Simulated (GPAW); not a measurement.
Crystal: ZnO (zincite).

```
CELL_PARAMETERS angstrom
3.24931 0.00000 0.00000
-1.62465 2.81398 0.00000
0.00000 0.00000 5.20571
ATOMIC_POSITIONS crystal
Zn 0.66667 0.33333 0.00000
Zn 0.33333 0.66667 0.50000
O 0.33333 0.66667 0.87901
O 0.66667 0.33333 0.37901
```

Base run:

- Program: GPAW 26.7.0
- Functional: PBE
- Potentials or basis: PAW data sets generated in the run's folder for this functional
- Cutoff: 600 eV
- Basis: pw
- k mesh: 8 × 8 × 4
- Occupations: fermi-dirac, width 0.05 eV
- Spin: no spin polarisation

Its results: band gap on the k mesh 0.79 eV, direct; pressure 1.3 GPa; largest force 0.075 eV/Å.

Task: The run is repeated on the same cell with these changes: functional from PBE to PW91; cutoff from 600 eV to 800 eV; k mesh from 8 × 8 × 4 to 6 × 6 × 3. What comes out?

Result: Band gap on the k mesh 0.81 eV, direct; pressure 3.7 GPa; largest force 0.069 eV/Å.

Several settings changed at once, so the effect can't be laid on one alone.

Caveats: the cutoff is short for stress and forces, so pressures can be off by a GPa or more (some runs).

Not every run made on this cell is shown here.
